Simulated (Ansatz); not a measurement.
# TiO2 (Imma) in Ansatz: notebook

Aim: see how the results for TiO2 move with the level of theory and the settings. Levels: PBE, PBE+U. Tasks: band structure.

Everything below comes from runs of Ansatz 0.2.0. Logs are shortened: lines on timing, memory, paths and dates and some standing lists are left out, and cuts for length are marked.

### 1 Starting point

Symmetry: Imma, No. 74, orthorhombic system. Conventional cell: a = 5.946 Å, b = 6.575 Å, c = 6.575 Å, α = 90.00°, β = 90.00°, γ = 90.00°. Ti (site symmetry 2/m) has 6 O at 1.96 to 2.00 Å as nearest neighbours. Around Ti (site symmetry mm2) lie 6 O at 1.94 to 2.00 Å. O (site symmetry m) is surrounded by 3 Ti at 1.94 to 2.00 Å. O (site symmetry m) is surrounded by 3 Ti at 1.96 to 2.00 Å.

The cell is a database's computed one.

### 2 Band structure, PBE

Input file input.yaml:

```yaml
crystal:
  lattice:
    - [-2.97316, 3.287369, 3.287402]
    - [2.97316, -3.287369, 3.287402]
    - [2.97316, 3.287369, -3.287402]
  atoms:
    - { symbol: Ti, position: [0.0, 0.5, 0.0] }
    - { symbol: Ti, position: [0.0, 0.0, 0.5] }
    - { symbol: Ti, position: [0.495245, 0.245245, 0.25] }
    - { symbol: Ti, position: [0.504755, 0.754755, 0.75] }
    - { symbol: O, position: [0.695081, 0.69523, 0.500149] }
    - { symbol: O, position: [0.695081, 0.194932, 0.999851] }
    - { symbol: O, position: [0.804516, 0.749617, 0.054899] }
    - { symbol: O, position: [0.194718, 0.749617, 0.445101] }
    - { symbol: O, position: [0.805282, 0.250383, 0.554899] }
    - { symbol: O, position: [0.304919, 0.805068, 0.000149] }
    - { symbol: O, position: [0.195484, 0.250383, 0.945101] }
    - { symbol: O, position: [0.304919, 0.30477, 0.499851] }
hamiltonian:
  xc: pbe
  pseudopotentials: { kind: paw }
kpoints:
  mp_grid: { grid: [6, 6, 6] }
  band_path:
    path:
      - [[0.0, 0.0, 0.0], [-0.5, 0.0, 0.0], [-0.5, -0.5, 0.5], [0.0, 0.0, 0.0], [0.4544894662, -0.4544894662, -0.4544894662], [-0.25, -0.25, -0.25], [0.0, -0.5, 0.0], [-0.4544894662, -0.5455105338, 0.4544894662], [-0.5, -0.5, 0.5]]
      - [[-0.5, 0.0, 0.0], [-0.25, -0.25, -0.25]]
    npoints: 10
scf:
  occupations: { method: fermi_dirac, width: 0.05 }
  n_extra_bands: 30
output:
  forces: true
  stress: true
  eigenvalues: true
  fatbands: true
  write_density: true
  write_potential: true
  elf: true
  volumetric_format: npy
```

Potentials or basis: Ansatz PAW.

On the command line:

```
ansatz run input.yaml --threads 4 --pin off --max-ram 11264MiB --backend cpu --events-out ev --progress --plain --runs-dir out
```

What it wrote:

```text
Warning: RAYON_NUM_THREADS=4 ignored (pool sized by the plan → 4); use --threads N
scf.n_extra_bands = 30 over 48 filled bands (N_el = 96.0): the run solves 78 bands
Engine: ansatz 0.2.0, aarch64-unknown-linux-gnu
Pseudopotentials: kind: paw
Pseudopotential: Ti, paw, valence charge 12, recommended cutoff 420 eV (normal), Ti.paw.azcp
Pseudopotential: O, paw, valence charge 6, recommended cutoff 420 eV (normal), O.paw.azcp
Functional definition: PBE
  parameter kappa = 0.804
  parameter beta = 0.06672455060314922
  exchange = pbe_x(kappa = kappa, mu = beta*pi^2/3)
  correlation = pbe_c(beta = beta)
Crystal: 12 atoms, lattice volume = 128.523 Å³
Basis set: ecut = 420 eV, 2497 PW (Γ), exchange–correlation on 80×80×80 points (8 copies of the dense FFT grid, shifted against one another)
Bands: 78, of which v1, the nominal top of the filled ones, is band 48 counted from 1 (47 counted from 0)
Symmetry: 8 space group operations
Space group: Imma (ITA 74), of the structure as read, at distance tolerance 5.0e-5 Å
k-points: 46 of 216
Non-local potential: Ti, projectors of the file, l = 0: 3, l = 1: 2, l = 2: 3, l = 3: 1
Non-local potential: O, projectors of the file, l = 0: 2, l = 1: 2, l = 2: 1
PAW form: soft (Blöchl's): semilocal exchange-correlation on the pseudo side does not see the compensation charge
PAW one-centre angular grid: Ti, 590 points (default); XC on 64 Gauss nodes
PAW one-centre angular grid: O, 110 points (default); XC on 64 Gauss nodes
Initial density: superposition of atomic densities (neutral atoms: chi_scale 0, normalization atom), corrected by the library's trained network
Initial wavefunctions: pseudopotential atomic-orbital guess
Functional: x = pbe(κ = 0.804, μ = 0.2195149727645171), c = pbe(β = 0.06672455060314922)
SCF iter   1: F=—  HF=-14554.603994 eV  |F-HF|=—  |Δ(HF+E_count)|=         —  Δρ=2.27e-3  dr2=4.26e-3  ethr=1.77e-3  ⟨swp⟩=5.0  Hψ=13944  notcnv=0  defer=353
preconditioner: auto → Resta (q_TF=auto, 2.599 Å⁻¹)  ε∞=4.8  [insulator: Δε(μ)=1.815 eV  Ē_g=13.401 eV  σ=0.050 eV  W_gap=1.00  n_scr=42 (ndim 8)  ℏωp=26.2 eV  f_vac=0.025  D(μ)=0.00/eV (n_scr^D=0)  ε∞_Penn≈4.8]
SCF iter   2: F=—  HF=-14554.605538 eV  |F-HF|=—  |Δ(HF+E_count)|=   1.54e-3  Δρ=1.52e-3  dr2=1.85e-3  ethr=4.44e-6  ⟨swp⟩=2.5  Hψ=6273  notcnv=0  defer=517
SCF iter   3: F=—  HF=-14554.605774 eV  |F-HF|=—  |Δ(HF+E_count)|=   2.37e-4  Δρ=7.11e-4  dr2=3.00e-4  ethr=1.92e-6  ⟨swp⟩=2.0  Hψ=3681  notcnv=0  defer=517
SCF iter   4: F=—  HF=-14554.606193 eV  |F-HF|=—  |Δ(HF+E_count)|=   4.19e-4  Δρ=2.01e-4  dr2=3.14e-5  ethr=3.13e-7  ⟨swp⟩=2.1  Hψ=3780  notcnv=0  defer=517
SCF iter   5: F=—  HF=-14554.606245 eV  |F-HF|=—  |Δ(HF+E_count)|=   5.17e-5  Δρ=4.35e-5  dr2=2.28e-6  ethr=3.28e-8  ⟨swp⟩=2.0  Hψ=3841  notcnv=0  defer=517
SCF iter   6: F=—  HF=-14554.606245 eV  |F-HF|=—  |Δ(HF+E_count)|=   7.53e-7  Δρ=2.02e-5  dr2=6.03e-7  ethr=2.37e-9  ⟨swp⟩=2.0  Hψ=4348  notcnv=0  defer=517
SCF iter   7: F=-14554.606245 eV  HF=-14554.606245 eV  |F-HF|=1.68e-8  |Δ(HF+E_count)|=   1.02e-8  Δρ=7.77e-6  dr2=7.36e-8  ethr=1.04e-10  ⟨swp⟩=12.5  Hψ=22943  notcnv=0
SCF 1 converged in 7 iterations: F = -14554.606245 eV  dr2 = 7.36e-8
NSCF: frozen V_eff on 92 k-points
SCF converged after 7 iterations
Free energy (F): -14554.606245 eV
Harris-Foulkes:  -14554.606245 eV  (|F-HF|=1.68e-8)
Internal energy: -14554.606245 eV  (E = F + TS)
E sigma→0 (E₀):  -14554.606245 eV
Fermi energy:    9.584263 eV
--- Per-component energies (eV) ---
  E_band       = -821.019498
  E_kinetic    = 2486.243324
  E_local      = -6274.768585  (includes V_loc(G=0)·N_el)
  E_nonlocal   = 392.442828
  E_hartree    = 2385.189813
  E_xc         = -983.758376
  E_vxc        = -1245.738502  (∫ρ·V_xc dr)
  E_paw        = -5442.623574  (= ΣΔE_a)
  E_vpaw       = -949.593376  (= ΣTr[D̂ρ^β])
  E_aug_tail   = 0.020438  (compensation charges beyond the density's cutoff)
  E_ewald      = -7117.352114
  E_smearing   = -0.000000  (= −TS)
  E_closure    = 0.000000  (closes the sum)
  Σ components = -14554.606245   (vs F -14554.606245, Δ=0.00e0)
--- Forces (eV/Å), atoms counted from 1 ---
  atom   1  Ti    -0.00000000     0.00000000     0.00000000
  atom   2  Ti     0.00000000     0.00000000    -0.00000000
  atom   3  Ti    -0.00000000     0.00000000     0.01495567
  atom   4  Ti     0.00000000     0.00000000    -0.01495567
  atom   5  O      0.02278472     0.00000000    -0.04643944
  atom   6  O     -0.02278472     0.00000000    -0.04643944
  atom   7  O     -0.00000000     0.05725187     0.01835199
  atom   8  O      0.00000000    -0.05725187     0.01835199
  atom   9  O     -0.00000000     0.05725187    -0.01835199
  atom  10  O      0.02278472     0.00000000     0.04643944
  atom  11  O      0.00000000    -0.05725187    -0.01835199
  atom  12  O     -0.02278472     0.00000000     0.04643944
  max |Σ_I F_I| component: 6.94e-18 eV/Å
--- Stress (GPa, compression-positive) ---
       -1.895421       0.000000       0.000000
        0.000000      -1.132257      -0.000000
        0.000000      -0.000000      -1.041761
  P = ⅓ Tr σ = -1.3565 GPa (-13.565 kbar)
--- Band table (eV; the first three rows and the last of 46) ---
  k-point 0: bands = ["-48.2393", "-48.2231", "-48.1971", "-48.1900", "-24.7508", "-24.7448", "-24.5312", "-24.5298", "-24.4041", "-24.3965", "-24.3899", "-24.3844", "-24.3844", "-24.3814", "-24.3444", "-24.3142", "-9.3659", "-8.2418", "-8.1284", "-8.1282", "-7.8628", "-7.8616", "-7.5718", "-7.5700", "3.0696", "3.5102", "3.9825", "4.1480", "4.1488", "4.2360", "4.2388", "4.9998", "5.0001", "5.2643", "5.2657", "5.9922", "5.9947", "6.1916", "6.1944", "6.7944", "7.4774", "7.4839", "8.0167", "8.0230", "8.0233", "8.2539", "8.2554", "8.6914", "10.5290", "10.8089", "11.0685", "11.1215", "11.1441", "11.2309", "11.2536", "11.8232", "11.8316", "11.8471", "11.8625", "12.8879", "13.1221", "14.3818", "14.3865", "14.5209", "14.5261", "15.1134", "15.1181", "16.0171", "16.3927", "20.2244", "20.2279", "20.3102", "20.3140", "22.5937", "22.6017", "22.9849", "23.2422", "23.2423"]
  k-point 1: bands = ["-48.2361", "-48.2212", "-48.1997", "-48.1925", "-24.7259", "-24.7180", "-24.5233", "-24.5158", "-24.4204", "-24.4138", "-24.3905", "-24.3825", "-24.3785", "-24.3770", "-24.3706", "-24.3442", "-9.2518", "-8.2044", "-8.1785", "-8.0934", "-7.9303", "-7.8405", "-7.6527", "-7.6118", "3.2415", "3.6498", "3.9948", "4.1316", "4.1612", "4.2914", "4.4121", "4.9161", "4.9224", "5.1997", "5.3793", "6.1172", "6.1451", "6.2069", "6.3573", "6.6088", "7.2952", "7.3869", "7.5696", "7.8574", "7.9618", "7.9838", "8.0508", "8.6088", "10.7394", "10.9913", "11.0582", "11.0796", "11.2840", "11.2890", "11.3883", "11.7512", "11.7863", "11.8264", "12.0439", "13.0053", "13.0855", "13.9435", "14.4135", "14.5097", "14.9000", "14.9728", "15.0080", "15.8644", "16.7841", "20.2966", "20.5160", "20.5247", "20.5344", "22.2598", "22.7921", "23.0459", "23.3521", "23.8078"]
  k-point 2: bands = ["-48.2277", "-48.2159", "-48.2067", "-48.1993", "-24.6561", "-24.6441", "-24.5050", "-24.4822", "-24.4511", "-24.4472", "-24.4311", "-24.4271", "-24.3927", "-24.3831", "-24.3780", "-24.3720", "-8.9492", "-8.2750", "-8.1086", "-8.0806", "-7.9963", "-7.8605", "-7.8409", "-7.7186", "3.5743", "4.1071", "4.1548", "4.2051", "4.2055", "4.3535", "4.5474", "4.7967", "5.0136", "5.1411", "5.6100", "5.8190", "6.3264", "6.4025", "6.4201", "6.6140", "6.6764", "6.8091", "7.1922", "7.5241", "7.6356", "7.6781", "7.9687", "8.3306", "10.9283", "10.9850", "11.0276", "11.4026", "11.5371", "11.6166", "11.6621", "11.6907", "11.7010", "11.8545", "12.2576", "12.7065", "13.5271", "13.6205", "14.3501", "14.4266", "14.5091", "14.7809", "15.2225", "15.5551", "17.8129", "19.9296", "20.9377", "21.0029", "21.2713", "22.2598", "23.2070", "23.3818", "23.7308", "23.8281"]
  k-point 45: bands = ["-48.2347", "-48.2275", "-48.1972", "-48.1900", "-24.7515", "-24.7455", "-24.5417", "-24.5405", "-24.4023", "-24.3947", "-24.3886", "-24.3831", "-24.3776", "-24.3749", "-24.3321", "-24.3264", "-8.7303", "-8.7287", "-8.0444", "-8.0443", "-7.9677", "-7.9665", "-7.6906", "-7.6887", "3.3048", "3.3071", "4.3399", "4.3444", "4.9358", "4.9359", "5.1171", "5.1176", "5.1524", "5.1526", "5.9320", "5.9335", "5.9611", "5.9665", "6.4663", "6.4711", "6.5922", "6.5976", "7.2938", "7.2951", "7.4366", "7.4392", "7.6428", "7.6469", "10.5577", "10.5658", "11.1630", "11.1650", "11.5722", "11.5736", "11.8066", "11.8213", "12.2491", "12.2582", "12.4187", "12.4229", "13.9818", "13.9875", "14.2575", "14.2651", "14.5436", "14.5482", "15.1035", "15.1110", "19.8015", "19.8029", "20.9774", "20.9783", "21.4698", "21.4726", "23.3607", "23.3659", "23.9835", "23.9859"]
```

Wall time 22 s (4 threads of Arm Neoverse V2, shared host); peak memory 0.92 GiB.

What came out:

* Free energy: -14554.6062 eV
* Pressure: -1.4 GPa
* Largest force: 0.060 eV/Å
* Band gap on the k mesh: 1.84 eV
* Band gap along the path: 1.84 eV

Forces in eV/Å, atoms in the order of the input:
```
Ti   0.000  0.000  0.000
Ti   0.000  0.000  0.000
Ti   0.000  0.000  0.015
Ti   0.000  0.000 -0.015
O    0.023  0.000 -0.046
O   -0.023  0.000 -0.046
O    0.000  0.057  0.018
O    0.000 -0.057  0.018
O    0.000  0.057 -0.018
O    0.023  0.000  0.046
O    0.000 -0.057 -0.018
O   -0.023  0.000  0.046
```

Stress tensor (GPa, compression positive):
```
-1.90  0.00  0.00
 0.00 -1.13  0.00
 0.00  0.00 -1.04
```

Levels at the corners of the path, in eV from the valence-band top:
```
point  band 46  band 47  band 48  band 49  band 50  band 51
    Γ    -0.44    -0.44     0.00     1.84     2.12     2.38
    X    -0.98    -0.71    -0.71     1.88     1.88     2.47
    M    -1.25    -1.05    -1.04     1.87     1.87     2.47
    Γ    -0.44    -0.44     0.00     1.84     2.12     2.38
    Z    -1.33    -1.08    -1.07     1.91     1.92     2.48
    P    -0.82    -0.80    -0.80     2.51     2.51     2.51
    N    -1.19    -0.63    -0.60     2.23     2.24     2.57
   Z1    -1.33    -1.08    -1.07     1.91     1.92     2.48
    M    -1.25    -1.05    -1.04     1.87     1.87     2.47
    X    -0.98    -0.71    -0.71     1.88     1.88     2.47
    P    -0.82    -0.80    -0.80     2.51     2.51     2.51
```

Caveat: the pressure holds a Pulay correction of +0.7 GPa for the finite cutoff.

### 3 Band structure, PBE+U

Changes to input.yaml since step 2:

```diff
@@ -21,2 +21,3 @@
   pseudopotentials: { kind: paw }
+  hubbard: { sites: [{ species: Ti, l: d, u_eff: 1.0 }] }
 kpoints:
@@ -35,3 +36,3 @@
   eigenvalues: true
-  fatbands: true
+  fatbands: false
   write_density: true
```

Potentials or basis: Ansatz PAW.

On the command line:

```
ansatz run input.yaml --threads 4 --pin off --max-ram 11264MiB --backend cpu --events-out ev --progress --plain --runs-dir out
```

Wall time 20 s (4 threads of Arm Neoverse V2, shared host); peak memory 1.3 GiB.

It converged, with:

- Free energy: -14551.2401 eV
- Pressure: -0.6 GPa
- Largest force: 0.062 eV/Å
- Band gap on the k mesh: 1.94 eV
- Band gap along the path: 1.94 eV

Forces on the atoms (eV/Å):
```
Ti   0.000  0.000  0.000
Ti   0.000  0.000  0.000
Ti   0.000  0.000  0.038
Ti   0.000  0.000 -0.038
O    0.014  0.000 -0.047
O   -0.014  0.000 -0.047
O    0.000  0.058  0.020
O    0.000 -0.058  0.020
O    0.000  0.058 -0.020
O    0.014  0.000  0.047
O    0.000 -0.058 -0.020
O   -0.014  0.000  0.047
```

Stress tensor (GPa, compression positive):
```
-0.41  0.00  0.00
 0.00 -0.73  0.00
 0.00  0.00 -0.63
```

Levels at the corners of the path, in eV from the valence-band top:
```
point  band 44  band 45  band 46  band 47  band 48  band 49  band 50  band 51  band 52  band 53
    Γ    -0.68    -0.68    -0.46    -0.45     0.00     1.94     2.20     2.47     2.51     2.53
    X    -1.58    -1.00    -1.00    -0.72    -0.72     1.98     1.98     2.55     2.56     3.00
    M    -1.41    -1.29    -1.28    -1.08    -1.07     1.95     1.96     2.55     2.55     2.94
    Γ    -0.68    -0.68    -0.46    -0.45     0.00     1.94     2.20     2.47     2.51     2.53
    Z    -1.43    -1.36    -1.36    -1.11    -1.10     1.99     2.00     2.56     2.56     2.76
    P    -1.91    -0.83    -0.83    -0.81    -0.81     2.59     2.59     2.59     2.59     3.19
    N    -1.55    -1.19    -1.19    -0.63    -0.61     2.31     2.33     2.65     2.68     2.96
   Z1    -1.43    -1.36    -1.36    -1.11    -1.10     1.99     2.00     2.56     2.56     2.76
    M    -1.41    -1.29    -1.28    -1.08    -1.07     1.95     1.96     2.55     2.55     2.94
    X    -1.58    -1.00    -1.00    -0.72    -0.72     1.98     1.98     2.55     2.56     3.00
    P    -1.91    -0.83    -0.83    -0.81    -0.81     2.59     2.59     2.59     2.59     3.19
```

Eigenvalues of the final occupation matrices:
| site | spin | trace | eigenvalues |
| --- | --- | --- | --- |
| site 1 | 1 | 1.10 | 0.15 0.18 0.18 0.29 0.31 |
| site 2 | 1 | 1.10 | 0.15 0.18 0.18 0.29 0.31 |
| site 3 | 1 | 1.10 | 0.15 0.18 0.18 0.29 0.31 |
| site 4 | 1 | 1.10 | 0.15 0.18 0.18 0.29 0.31 |

Caveat: the pressure holds a Pulay correction of +0.7 GPa for the finite cutoff.

### 4 Band structure, PBE+U

Changes to input.yaml since step 3:

```diff
@@ -21,3 +21,3 @@
   pseudopotentials: { kind: paw }
-  hubbard: { sites: [{ species: Ti, l: d, u_eff: 1.0 }] }
+  hubbard: { sites: [{ species: Ti, l: d, u_eff: 2.0 }] }
 kpoints:
@@ -37,5 +37 @@
   fatbands: false
-  write_density: true
-  write_potential: true
-  elf: true
-  volumetric_format: npy
```

On the command line:

```
ansatz run input.yaml --threads 4 --pin off --max-ram 11264MiB --backend cpu --events-out ev --progress --plain --runs-dir out
```

Run time: 18 s. Hardware: 4 threads of Arm Neoverse V2, shared host; peak memory 1.2 GiB.

Results (log left out):

- Free energy: -14547.9291 eV
- Pressure: 0.2 GPa
- Largest force: 0.063 eV/Å
- Band gap on the k mesh: 2.05 eV
- Band gap along the path: 2.05 eV

Forces in eV/Å, atoms in the order of the input:
```
Ti   0.000  0.000  0.000
Ti   0.000  0.000  0.000
Ti   0.000  0.000  0.063
Ti   0.000  0.000 -0.063
O    0.005  0.000 -0.046
O   -0.005  0.000 -0.046
O    0.000  0.058  0.022
O    0.000 -0.058  0.022
O    0.000  0.058 -0.022
O    0.005  0.000  0.046
O    0.000 -0.058 -0.022
O   -0.005  0.000  0.046
```

Stress tensor (GPa, compression positive):
```
 1.15  0.00  0.00
 0.00 -0.29  0.00
 0.00  0.00 -0.20
```

Levels at the corners of the path, in eV from the valence-band top:
| point | band 45 | band 46 | band 47 | band 48 | band 49 | band 50 | band 51 | band 52 |
| --- | --- | --- | --- | --- | --- | --- | --- | --- |
| Γ | -0.70 | -0.47 | -0.47 | 0.00 | 2.05 | 2.28 | 2.57 | 2.60 |
| X | -1.01 | -1.01 | -0.73 | -0.73 | 2.09 | 2.09 | 2.64 | 2.65 |
| M | -1.32 | -1.32 | -1.11 | -1.10 | 2.05 | 2.05 | 2.64 | 2.64 |
| Γ | -0.70 | -0.47 | -0.47 | 0.00 | 2.05 | 2.28 | 2.57 | 2.60 |
| Z | -1.39 | -1.39 | -1.13 | -1.13 | 2.09 | 2.09 | 2.65 | 2.65 |
| P | -0.83 | -0.83 | -0.81 | -0.81 | 2.67 | 2.67 | 2.68 | 2.68 |
| N | -1.20 | -1.20 | -0.64 | -0.62 | 2.41 | 2.42 | 2.74 | 2.76 |
| Z1 | -1.39 | -1.39 | -1.13 | -1.13 | 2.09 | 2.09 | 2.65 | 2.65 |
| M | -1.32 | -1.32 | -1.11 | -1.10 | 2.05 | 2.05 | 2.64 | 2.64 |
| X | -1.01 | -1.01 | -0.73 | -0.73 | 2.09 | 2.09 | 2.64 | 2.65 |
| P | -0.83 | -0.83 | -0.81 | -0.81 | 2.67 | 2.67 | 2.68 | 2.68 |

Eigenvalues of the final occupation matrices:
```csv
site,spin,trace,eigenvalues
site 1,1,1.08,0.14 0.17 0.17 0.29 0.31
site 2,1,1.08,0.14 0.17 0.17 0.29 0.31
site 3,1,1.08,0.14 0.17 0.17 0.29 0.31
site 4,1,1.08,0.14 0.17 0.17 0.29 0.31
```

Caveat: the pressure holds a Pulay correction of +0.7 GPa for the finite cutoff.

### 5 Band structure, PBE+U

Changes to input.yaml since step 4:

```diff
@@ -21,3 +21,3 @@
   pseudopotentials: { kind: paw }
-  hubbard: { sites: [{ species: Ti, l: d, u_eff: 2.0 }] }
+  hubbard: { sites: [{ species: Ti, l: d, u_eff: 3.0 }] }
 kpoints:
```

On the command line:

```
ansatz run input.yaml --threads 4 --pin off --max-ram 11264MiB --backend cpu --events-out ev --progress --plain --runs-dir out
```

It took 18 s on 4 threads of Arm Neoverse V2, shared host; peak memory 1.2 GiB.

Results (log left out):

- Free energy: -14544.6758 eV
- Pressure: 1.1 GPa
- Largest force: 0.089 eV/Å
- Band gap on the k mesh: 2.15 eV
- Band gap along the path: 2.15 eV

Forces in eV/Å, atoms in the order of the input:
```
Ti   0.000  0.000  0.000
Ti   0.000  0.000  0.000
Ti   0.000  0.000  0.089
Ti   0.000  0.000 -0.089
O   -0.005  0.000 -0.045
O    0.005  0.000 -0.045
O    0.000  0.057  0.024
O    0.000 -0.057  0.024
O    0.000  0.057 -0.024
O   -0.005  0.000  0.045
O    0.000 -0.057 -0.024
O    0.005  0.000  0.045
```

Stress tensor (GPa, compression positive):
```
2.80 0.00 0.00
0.00 0.17 0.00
0.00 0.00 0.27
```

Levels at the corners of the path, in eV from the valence-band top:
```csv
point,band 44,band 45,band 46,band 47,band 48,band 49,band 50,band 51,band 52,band 53
Γ,-0.72,-0.72,-0.49,-0.49,0.00,2.17,2.38,2.68,2.70,2.72
X,-1.61,-1.03,-1.03,-0.74,-0.74,2.21,2.21,2.74,2.74,3.18
M,-1.45,-1.35,-1.35,-1.13,-1.13,2.15,2.15,2.74,2.74,3.10
Γ,-0.72,-0.72,-0.49,-0.49,0.00,2.17,2.38,2.68,2.70,2.72
Z,-1.46,-1.42,-1.42,-1.16,-1.16,2.19,2.19,2.74,2.74,2.93
P,-1.91,-0.83,-0.83,-0.82,-0.82,2.77,2.77,2.78,2.78,3.38
N,-1.55,-1.21,-1.20,-0.65,-0.63,2.52,2.53,2.83,2.86,3.15
Z1,-1.46,-1.42,-1.42,-1.16,-1.16,2.19,2.19,2.74,2.74,2.93
M,-1.45,-1.35,-1.35,-1.13,-1.13,2.15,2.15,2.74,2.74,3.10
X,-1.61,-1.03,-1.03,-0.74,-0.74,2.21,2.21,2.74,2.74,3.18
P,-1.91,-0.83,-0.83,-0.82,-0.82,2.77,2.77,2.78,2.78,3.38
```

Eigenvalues of the final occupation matrices:
```csv
site,spin,trace,eigenvalues
site 1,1,1.05,0.13 0.16 0.16 0.29 0.31
site 2,1,1.05,0.13 0.16 0.16 0.29 0.31
site 3,1,1.05,0.13 0.16 0.16 0.29 0.31
site 4,1,1.05,0.13 0.16 0.16 0.29 0.31
```

Caveat: the pressure holds a Pulay correction of +0.7 GPa for the finite cutoff.

(Part 1 of 2 ends here.)
